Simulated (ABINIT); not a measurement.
# InAs (Fm-3m) in ABINIT: equation of state with r2SCAN

Aim: the equation of state of InAs with r2SCAN.

All numbers are computed with ABINIT 10.8.3 (patched build); they aren't measurements. Logs are shortened: lines on timing, memory, paths and dates and some standing lists are left out, and cuts for length are marked. The log counts tension as positive stress, the text compression.

## Step 1: The structure

Symmetry: Fm-3m, No. 225, cubic system. The conventional cell has a = 5.755 Å, b = 5.755 Å, c = 5.755 Å, α = 90.00°, β = 90.00°, γ = 90.00°. In (site symmetry m-3m) is surrounded by 6 As at 2.88 Å. As (site symmetry m-3m) has 6 In at 2.88 Å as nearest neighbours.

Measurements of this composition are mostly on another form, of space group No. 216.

## Step 2: Equation of state, r2SCAN

Contents of run.abi:

```
# Datasets: one volume each
ndtset 7
getwfk -1
scalecart1 3*0.9795861087
scalecart2 3*0.9864848297
scalecart3 3*0.9932883884
scalecart4 3*1.0000000000
scalecart5 3*1.0066227096
scalecart6 3*1.0131594038
scalecart7 3*1.0196128224

# Pseudopotentials
pp_dirpath "./"
pseudos "In.GGA_PBE-JTH.xml, As.GGA_PBE-JTH.xml"

# Structure
acell 3*1.0 Angstrom
rprim
     0.0000000000     2.8773040000     2.8773040000
     2.8773040000     0.0000000000     2.8773040000
     2.8773040000     2.8773040000     0.0000000000
ntypat 2
znucl 49 33
natom 2
typat 1 2
xred
     0.5000000000     0.5000000000     0.5000000000
     0.0000000000     0.0000000000     0.0000000000

# Plane-wave basis
ecut 26.0
pawecutdg 48.0

# k points
kptopt 1
ngkpt 7 7 7
nshiftk 1
shiftk 0.0 0.0 0.0

# Exchange and correlation
ixc -497498
usekden 1
pawxcdev 0

# Bands and occupations
nband 18
occopt 3
tsmear 0.05 eV

# SCF cycle
nstep 100
tolvrs 1.0e-7

# Output
iomode 3
prtwf 1
prtden 0
prteig 0
prtebands 0
enunit 2
```

Potentials or basis: JTH PAW PBE v2.0.

The run is started by

```sh
$ abinit run.abi > log 2>&1
```

run.abo:

```text
.Version 10.8.3 of ABINIT
 DATASET    1 : space group Fm -3 m (#225); Bravais cF (face-center cubic)
================================================================================
 Values of the parameters that define the memory need for DATASET  1.
     intxc =       0    ionmov =       0      iscf =      17    lmnmax =      18
     lnmax =       6     mgfft =      36  mpssoang =       3    mqgrid =    3001
     natom =       2  nloc_mem =       2    nspden =       1   nspinor =       1
    nsppol =       1      nsym =      48    n1xccc =       1    ntypat =       2
    occopt =       3   xclevel =       2
       mpw =        1924          nfft =       46656          nkpt =          20
 PAW method is used; the additional fine FFT grid is defined by:
   mgfftf=        48    nfftf =    110592
================================================================================
================================================================================
[... 71 lines left out ...]
 DATASET    7 : space group Fm -3 m (#225); Bravais cF (face-center cubic)
================================================================================
 Values of the parameters that define the memory need for DATASET  7.
     intxc =       0    ionmov =       0      iscf =      17    lmnmax =      18
     lnmax =       6     mgfft =      36  mpssoang =       3    mqgrid =    3001
     natom =       2  nloc_mem =       2    nspden =       1   nspinor =       1
    nsppol =       1      nsym =      48    n1xccc =       1    ntypat =       2
    occopt =       3   xclevel =       2
       mpw =        2180          nfft =       46656          nkpt =          20
 PAW method is used; the additional fine FFT grid is defined by:
   mgfftf=        50    nfftf =    125000
================================================================================
================================================================================

--------------------------------------------------------------------------------
------------- Echo of variables that govern the present computation ------------
--------------------------------------------------------------------------------
 -outvars: echo values of preprocessed input variables --------
            acell      1.8897261259E+00  1.8897261259E+00  1.8897261259E+00 Bohr
              amu      1.14820000E+02  7.49215900E+01
             ecut      2.60000000E+01 Hartree
           enunit           2
           getwfk          -1
              ixc     -497498
           jdtset        1    2    3    4    5    6    7
         kptrlatt        7    0    0      0    7    0      0    0    7
          kptrlen1     5.27278754E+01
          kptrlen2     5.30992107E+01
          kptrlen3     5.34654237E+01
          kptrlen4     5.38266876E+01
          kptrlen5     5.41831661E+01
          kptrlen6     5.45350147E+01
          kptrlen7     5.48823808E+01
            natom           2
            nband          18
           ndtset           7
            ngfft          36      36      36
          ngfftdg1         48      48      48
          ngfftdg2         48      48      48
          ngfftdg3         48      48      48
          ngfftdg4         48      48      48
          ngfftdg5         50      50      50
          ngfftdg6         50      50      50
          ngfftdg7         50      50      50
             nkpt          20
            nstep         100
             nsym          48
           ntypat           2
           occopt           3
        pawecutdg      4.80000000E+01 Hartree
         pawxcdev           0
           prtden           0
        prtebands           0
           prteig           0
          prtkden           1
            rprim1     0.0000000000E+00  2.8185670289E+00  2.8185670289E+00
                       2.8185670289E+00  0.0000000000E+00  2.8185670289E+00
                       2.8185670289E+00  2.8185670289E+00  0.0000000000E+00
            rprim2     0.0000000000E+00  2.8384167464E+00  2.8384167464E+00
                       2.8384167464E+00  0.0000000000E+00  2.8384167464E+00
                       2.8384167464E+00  2.8384167464E+00  0.0000000000E+00
            rprim3     0.0000000000E+00  2.8579926531E+00  2.8579926531E+00
                       2.8579926531E+00  0.0000000000E+00  2.8579926531E+00
                       2.8579926531E+00  2.8579926531E+00  0.0000000000E+00
            rprim4     0.0000000000E+00  2.8773040000E+00  2.8773040000E+00
                       2.8773040000E+00  0.0000000000E+00  2.8773040000E+00
                       2.8773040000E+00  2.8773040000E+00  0.0000000000E+00
            rprim5     0.0000000000E+00  2.8963595488E+00  2.8963595488E+00
                       2.8963595488E+00  0.0000000000E+00  2.8963595488E+00
                       2.8963595488E+00  2.8963595488E+00  0.0000000000E+00
            rprim6     0.0000000000E+00  2.9151676052E+00  2.9151676052E+00
                       2.9151676052E+00  0.0000000000E+00  2.9151676052E+00
                       2.9151676052E+00  2.9151676052E+00  0.0000000000E+00
            rprim7     0.0000000000E+00  2.9337360523E+00  2.9337360523E+00
                       2.9337360523E+00  0.0000000000E+00  2.9337360523E+00
                       2.9337360523E+00  2.9337360523E+00  0.0000000000E+00
          spgroup         225
           tolvrs      1.00000000E-07
           tsmear      1.83746611E-03 Hartree
            typat      1  2
          usekden           1
           useylm           1
           xangst1     2.8185670289E+00  2.8185670289E+00  2.8185670289E+00
                       0.0000000000E+00  0.0000000000E+00  0.0000000000E+00
           xangst2     2.8384167464E+00  2.8384167464E+00  2.8384167464E+00
                       0.0000000000E+00  0.0000000000E+00  0.0000000000E+00
           xangst3     2.8579926531E+00  2.8579926531E+00  2.8579926531E+00
                       0.0000000000E+00  0.0000000000E+00  0.0000000000E+00
           xangst4     2.8773040000E+00  2.8773040000E+00  2.8773040000E+00
                       0.0000000000E+00  0.0000000000E+00  0.0000000000E+00
           xangst5     2.8963595488E+00  2.8963595488E+00  2.8963595488E+00
                       0.0000000000E+00  0.0000000000E+00  0.0000000000E+00
           xangst6     2.9151676052E+00  2.9151676052E+00  2.9151676052E+00
                       0.0000000000E+00  0.0000000000E+00  0.0000000000E+00
           xangst7     2.9337360523E+00  2.9337360523E+00  2.9337360523E+00
                       0.0000000000E+00  0.0000000000E+00  0.0000000000E+00
            xcart1     5.3263197521E+00  5.3263197521E+00  5.3263197521E+00
                       0.0000000000E+00  0.0000000000E+00  0.0000000000E+00
            xcart2     5.3638302820E+00  5.3638302820E+00  5.3638302820E+00
                       0.0000000000E+00  0.0000000000E+00  0.0000000000E+00
            xcart3     5.4008233842E+00  5.4008233842E+00  5.4008233842E+00
                       0.0000000000E+00  0.0000000000E+00  0.0000000000E+00
            xcart4     5.4373165410E+00  5.4373165410E+00  5.4373165410E+00
                       0.0000000000E+00  0.0000000000E+00  0.0000000000E+00
            xcart5     5.4733263094E+00  5.4733263094E+00  5.4733263094E+00
                       0.0000000000E+00  0.0000000000E+00  0.0000000000E+00
            xcart6     5.5088683849E+00  5.5088683849E+00  5.5088683849E+00
                       0.0000000000E+00  0.0000000000E+00  0.0000000000E+00
            xcart7     5.5439576646E+00  5.5439576646E+00  5.5439576646E+00
                       0.0000000000E+00  0.0000000000E+00  0.0000000000E+00
             xred      5.0000000000E-01  5.0000000000E-01  5.0000000000E-01
                       0.0000000000E+00  0.0000000000E+00  0.0000000000E+00
            znucl       49.00000   33.00000

================================================================================

 chkinp: Checking input parameters for consistency, jdtset=   1.

 chkinp: Checking input parameters for consistency, jdtset=   2.
[... 36 lines left out ...]
 getcut: wavevector=  0.0000  0.0000  0.0000  ngfft=  48  48  48
         ecut(hartree)=     48.000   => boxcut(ratio)=   2.04321

--- Pseudopotential description ------------------------------------------------
- pspini: atom type   1  psp file is ./In.GGA_PBE-JTH.xml
 Pseudopotential format is: paw10
 basis_size (lnmax)=  6 (lmn_size= 18), orbitals=   0   0   1   1   2   2
 Spheres core radius: rc_sph= 2.50644782
 Shapefunction is BESSEL type: shapef(r,l)=aa(1,l)*jl(q(1,l)*r)+aa(2,l)*jl(q(2,l)*r)
 Radius for shape functions =  1.40569481
 Compensation charge density is not taken into account in XC energy/potential

- pspini: atom type   2  psp file is ./As.GGA_PBE-JTH.xml
 Pseudopotential format is: paw10
 basis_size (lnmax)=  6 (lmn_size= 18), orbitals=   0   0   1   1   2   2
 Spheres core radius: rc_sph= 2.10391912
 Shapefunction is BESSEL type: shapef(r,l)=aa(1,l)*jl(q(1,l)*r)+aa(2,l)*jl(q(2,l)*r)
 Radius for shape functions =  1.70360438
 Compensation charge density is not taken into account in XC energy/potential

   1.37430372E+03                                ecore*ucvol(ha*bohr**3)
--------------------------------------------------------------------------------

================================================================================

--- !BeginCycle
iteration_state: {dtset: 1, }
solver: {iscf: 17, nstep: 100, nline: 4, wfoptalg: 10, }
tolerances: {tolvrs: 1.00E-07, }
...
[... 1336 lines left out ...]
-Cartesian components of stress tensor (GPa)         [Pressure= -5.5987E+00 GPa]
- sigma(1 1)=  5.59869528E+00  sigma(3 2)=  0.00000000E+00
- sigma(2 2)=  5.59869528E+00  sigma(3 1)=  0.00000000E+00
- sigma(3 3)=  5.59869528E+00  sigma(2 1)=  0.00000000E+00

== END DATASET(S) ==============================================================
================================================================================

 -outvars: echo values of variables after computation  --------
            acell      1.8897261259E+00  1.8897261259E+00  1.8897261259E+00 Bohr
           etotal1    -1.4537695967E+02
           etotal2    -1.4537720775E+02
           etotal3    -1.4537713806E+02
           etotal4    -1.4537677304E+02
           etotal5    -1.4537615804E+02
           etotal6    -1.4537529035E+02
           etotal7    -1.4537421277E+02
            fcart1    -0.0000000000E+00 -0.0000000000E+00 -0.0000000000E+00
                      -0.0000000000E+00 -0.0000000000E+00 -0.0000000000E+00
            fcart2    -0.0000000000E+00 -0.0000000000E+00 -0.0000000000E+00
                      -0.0000000000E+00 -0.0000000000E+00 -0.0000000000E+00
            fcart3    -0.0000000000E+00 -0.0000000000E+00 -0.0000000000E+00
                      -0.0000000000E+00 -0.0000000000E+00 -0.0000000000E+00
            fcart4    -0.0000000000E+00 -0.0000000000E+00 -0.0000000000E+00
                      -0.0000000000E+00 -0.0000000000E+00 -0.0000000000E+00
            fcart5    -0.0000000000E+00 -0.0000000000E+00 -0.0000000000E+00
                      -0.0000000000E+00 -0.0000000000E+00 -0.0000000000E+00
[... 38 lines left out ...]
                       0.0000000000E+00  0.0000000000E+00  0.0000000000E+00
           xangst1     2.8185670289E+00  2.8185670289E+00  2.8185670289E+00
                       0.0000000000E+00  0.0000000000E+00  0.0000000000E+00
           xangst2     2.8384167464E+00  2.8384167464E+00  2.8384167464E+00
                       0.0000000000E+00  0.0000000000E+00  0.0000000000E+00
           xangst3     2.8579926531E+00  2.8579926531E+00  2.8579926531E+00
                       0.0000000000E+00  0.0000000000E+00  0.0000000000E+00
           xangst4     2.8773040000E+00  2.8773040000E+00  2.8773040000E+00
                       0.0000000000E+00  0.0000000000E+00  0.0000000000E+00
           xangst5     2.8963595488E+00  2.8963595488E+00  2.8963595488E+00
                       0.0000000000E+00  0.0000000000E+00  0.0000000000E+00
           xangst6     2.9151676052E+00  2.9151676052E+00  2.9151676052E+00
                       0.0000000000E+00  0.0000000000E+00  0.0000000000E+00
           xangst7     2.9337360523E+00  2.9337360523E+00  2.9337360523E+00
                       0.0000000000E+00  0.0000000000E+00  0.0000000000E+00
             xred      5.0000000000E-01  5.0000000000E-01  5.0000000000E-01
                       0.0000000000E+00  0.0000000000E+00  0.0000000000E+00
 Calculation completed.
```

Wall time 7.1 min (1 thread of Arm Neoverse V2, shared host); peak memory 0.2 GiB.

Results:

* Equilibrium volume: 22.99 Å³/atom
* Bulk modulus: 68 GPa
* Pressure derivative of the bulk modulus: 3.6

Energy against volume, from the lowest point:
| volume (Å³/atom) | energy (meV/atom) |
| --- | --- |
| 22.392 | 3.38 |
| 22.868 | 0.00 |
| 23.344 | 0.95 |
| 23.821 | 5.91 |
| 24.297 | 14.28 |
| 24.774 | 26.09 |
| 25.250 | 40.75 |

Caveat: pressures at fixed basis lie under the slope of the energies; the PAW data sets were made with another functional, which shifts forces and pressure a little.
